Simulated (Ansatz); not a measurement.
**Relaxing B15P17**

Computed with DFT PBE, scalar-relativistic, plane waves, PAW (Ansatz 0.2.0). (420 eV cutoff, 2×2×2 k-mesh, shifted by half a step, Gaussian smearing of 0.01 eV, no spin polarisation)

What was changed: P on a B site (Wyckoff letter a), charge +0, atoms relaxed at the host's cell.

In a supercell of 32 atoms the defect feels its periodic images.

Spin polarisation was left out.

Command:

```bash
ansatz run input.yaml --threads 4 --pin off --max-ram 10240MiB --backend cpu --events-out ev --progress --plain --runs-dir out
```

Input:

```yaml
crystal:
  lattice:
    - [-4.5481928018, -4.5481928018, -4.5481928018]
    - [-4.5481928018, 4.5481928018, 4.5481928018]
    - [4.5481928018, 4.5481928018, -4.5481928018]
  atoms:
    - { symbol: P, position: [0.5118495679, 0.2542394209, 0.2649356047] }
    - { symbol: B, position: [0.25, 0.25, 0.5] }
    - { symbol: B, position: [0.0, 0.25, 0.75] }
    - { symbol: B, position: [0.5, 0.75, 0.75] }
    - { symbol: B, position: [0.5, 0.5, 0.0] }
    - { symbol: B, position: [0.25, 0.5, 0.25] }
    - { symbol: B, position: [0.0, 0.5, 0.5] }
    - { symbol: B, position: [0.75, 0.5, 0.75] }
    - { symbol: B, position: [0.75, 0.25, 1.0] }
    - { symbol: B, position: [0.5, 0.0, 0.5] }
    - { symbol: B, position: [0.25, 0.0, 0.75] }
    - { symbol: B, position: [0.25, 0.75, 0.0] }
    - { symbol: B, position: [1.0, 0.75, 0.25] }
    - { symbol: B, position: [0.75, 0.75, 0.5] }
    - { symbol: B, position: [0.0, 0.0, 0.0] }
    - { symbol: B, position: [0.75, 0.0, 0.25] }
    - { symbol: P, position: [0.4987035819, -0.0023372338, 0.2632879811] }
    - { symbol: P, position: [0.25, 0.0, 0.5] }
    - { symbol: P, position: [0.0, 0.0, 0.75] }
    - { symbol: P, position: [0.5, 0.5, 0.75] }
    - { symbol: P, position: [0.4829946722, 0.2428349703, 0.0007099199] }
    - { symbol: P, position: [0.2475633568, 0.2515028894, 0.2456093501] }
    - { symbol: P, position: [0.0, 0.25, 0.5] }
    - { symbol: P, position: [0.75, 0.25, 0.75] }
    - { symbol: P, position: [0.75, 0.0, 0.0] }
    - { symbol: P, position: [0.5, 0.75, 0.5] }
    - { symbol: P, position: [0.25, 0.75, 0.75] }
    - { symbol: P, position: [0.25, 0.5, 0.0] }
    - { symbol: P, position: [0.0, 0.5, 0.25] }
    - { symbol: P, position: [0.7482283093, 0.5023249624, 0.5008017456] }
    - { symbol: P, position: [0.0, 0.75, 0.0] }
    - { symbol: P, position: [0.75, 0.75, 0.25] }
  host:
    lattice:
      - [0.0, 2.2740964009, 2.2740964009]
      - [2.2740964009, 0.0, 2.2740964009]
      - [2.2740964009, 2.2740964009, 0.0]
    atoms:
      - { symbol: B, position: [0.0, 0.0, 0.0] }
      - { symbol: P, position: [0.25, 0.25, 0.25] }
basis:
  ecutwfc: 420
  xc_grid: 2
kpoints:
  mp_grid: { grid: [2, 2, 2], shift: [0.5, 0.5, 0.5] }
hamiltonian:
  xc: pbe
scf:
  occupations: { method: gaussian, width: 0.01 }
output:
  forces: true
  stress: false
  eigenvalues: true
  charged_corrections:
    defect_position: [0.5, 0.25, 0.25]
    epsilon: [[9.2563, 0.0, 0.0], [0.0, 9.2563, 0.0], [0.0, 0.0, 9.2563]]
  write_density: true
  write_potential: true
  elf: true
  volumetric_format: npy
relax:
  adjacent_minimum: "off"
  f_tol: 0.025
  max_steps: 45
```

F is the free energy.

Steps:

```
step F − F(1) (eV) largest force component (eV/Å)
   1         0.0000                           4.336
   2        -2.1147                           1.639
   3        -2.4459                           0.108
   4        -2.4500                           0.041
   5        -2.4504                           0.002
```

Relaxed structure:

```yaml
crystal:
  lattice:
    - [-4.54819, -4.54819, -4.54819]
    - [-4.54819, 4.54819, 4.54819]
    - [4.54819, 4.54819, -4.54819]
  atoms:
    - { symbol: P, position: [0.49969, 0.24992, 0.25076] }
    - { symbol: B, position: [0.24794, 0.24996, 0.50465] }
    - { symbol: B, position: [0.99967, 0.24995, 0.75078] }
    - { symbol: B, position: [0.49967, 0.74997, 0.75080] }
    - { symbol: B, position: [0.49967, 0.50383, 0.99905] }
    - { symbol: B, position: [0.24794, 0.50381, 0.25080] }
    - { symbol: B, position: [0.00523, 0.50168, 0.50252] }
    - { symbol: B, position: [0.75140, 0.50169, 0.75638] }
    - { symbol: B, position: [0.75352, 0.24997, 0.99905] }
    - { symbol: B, position: [0.49967, 0.99822, 0.50467] }
    - { symbol: B, position: [0.24581, 0.99610, 0.74520] }
    - { symbol: B, position: [0.24582, 0.74437, 0.99695] }
    - { symbol: B, position: [0.99966, 0.74995, 0.25079] }
    - { symbol: B, position: [0.75139, 0.75554, 0.50253] }
    - { symbol: B, position: [0.99411, 0.99612, 0.99696] }
    - { symbol: B, position: [0.75351, 0.99822, 0.25080] }
    - { symbol: P, position: [0.49967, 0.97087, 0.25081] }
    - { symbol: P, position: [0.24791, 0.99820, 0.49796] }
    - { symbol: P, position: [0.00074, 0.00279, 0.75187] }
    - { symbol: P, position: [0.49967, 0.50172, 0.74972] }
    - { symbol: P, position: [0.49966, 0.24997, 0.97168] }
    - { symbol: P, position: [0.22069, 0.24997, 0.25080] }
    - { symbol: P, position: [0.99858, 0.24995, 0.50254] }
    - { symbol: P, position: [0.75142, 0.24996, 0.74972] }
    - { symbol: P, position: [0.74685, 0.99822, 0.99905] }
    - { symbol: P, position: [0.49966, 0.74889, 0.50256] }
    - { symbol: P, position: [0.25249, 0.75104, 0.75187] }
    - { symbol: P, position: [0.24791, 0.49712, 0.99904] }
    - { symbol: P, position: [0.99858, 0.50170, 0.25079] }
    - { symbol: P, position: [0.77867, 0.52897, 0.52981] }
    - { symbol: P, position: [0.00074, 0.75103, 0.00363] }
    - { symbol: P, position: [0.75142, 0.74888, 0.25079] }
```

The run converged. It took 30 s on 4 threads of Intel(R) Xeon(R) Platinum 8375C CPU @ 2.90GHz (Ice Lake), with other jobs on the host, peak memory 1 GiB.